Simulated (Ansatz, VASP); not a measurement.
# Cl: VASP beside Ansatz

File INCAR:

```
SYSTEM = Cl
ALGO = Normal ; EDIFF = 1E-7
ENCUT = 520 ; GGA = CA
ISIF = 2 ; ISMEAR = -1
LASPH = .True. ; LCHARG = .False.
LREAL = .False. ; LWAVE = .False.
NBANDS = 22 ; NELM = 100
PREC = Accurate ; SIGMA = 0.05
```

Contents of KPOINTS:

```
k-points
0
Gamma
  7 7 4
  0 0 0
```

The input POSCAR:

```
Cl
1.0
    3.1863863250     -2.2796086586      0.0000000000
    3.1863863250      2.2796086586      0.0000000000
    0.0000000000      0.0000000000      8.3180387054
Cl
4
Direct
    0.3700000000      0.6300000000      0.4000000000
    0.1300000000      0.8700000000      0.9000000000
    0.6300000000      0.3700000000      0.6000000000
    0.8700000000      0.1300000000      0.1000000000
```

input.yaml

```yaml
crystal:
  lattice:
    - [3.186386325, -2.2796086586, 0.0]
    - [3.186386325, 2.2796086586, 0.0]
    - [0.0, 0.0, 8.3180387054]
  atoms:
    - { symbol: Cl, position: [0.37, 0.63, 0.4] }
    - { symbol: Cl, position: [0.13, 0.87, 0.9] }
    - { symbol: Cl, position: [0.63, 0.37, 0.6] }
    - { symbol: Cl, position: [0.87, 0.13, 0.1] }
hamiltonian:
  xc: lda
  pseudopotentials: { kind: paw }
kpoints:
  mp_grid: { grid: [7, 7, 4] }
scf:
  occupations: { method: fermi_dirac, width: 0.05 }
output:
  forces: true
  stress: true
  eigenvalues: true
  write_density: true
  write_potential: true
  elf: true
  volumetric_format: npy
```

Alike in both runs: task single point; functional LDA; k mesh 7 × 7 × 4; occupations fermi-dirac, width 0.05 eV; no spin polarisation.

|  | VASP | Ansatz |
| --- | --- | --- |
| version | VASP 6.6.1 | Ansatz 0.2.0 |
| potentials or method | VASP PAW LDA potentials, release 64 (Cl) | Ansatz PAW |
| plane-wave cutoff (eV) | 520 | 420 |
| valence electrons in the cell | 28 | 28 |

```tsv
	VASP	Ansatz	Ansatz less VASP
gap on the k mesh at the Fermi level (eV)	2.23	2.20	-0.028
least direct gap on the mesh (eV)	2.28	2.25	-0.028
pressure (GPa)	-3.5	-3.2	+0.27
largest component of the traceless stress (GPa)	2.19	1.99	-0.198
rms of the force components (eV/Å)	0.416	0.348	-0.0681
```

Atom by atom the forces differ by 0.069 eV/Å (rms over components).

Caveats: an odd mesh through Γ misses points on the zone boundary, where band edges often lie (VASP); odd divisions of the mesh miss points on the zone boundary, where band edges often lie, so the gap on the mesh can be too wide (Ansatz); the PAW data sets come from PBE, with cores solved anew for the run's functional, which leaves a small shift of forces and pressure (Ansatz).
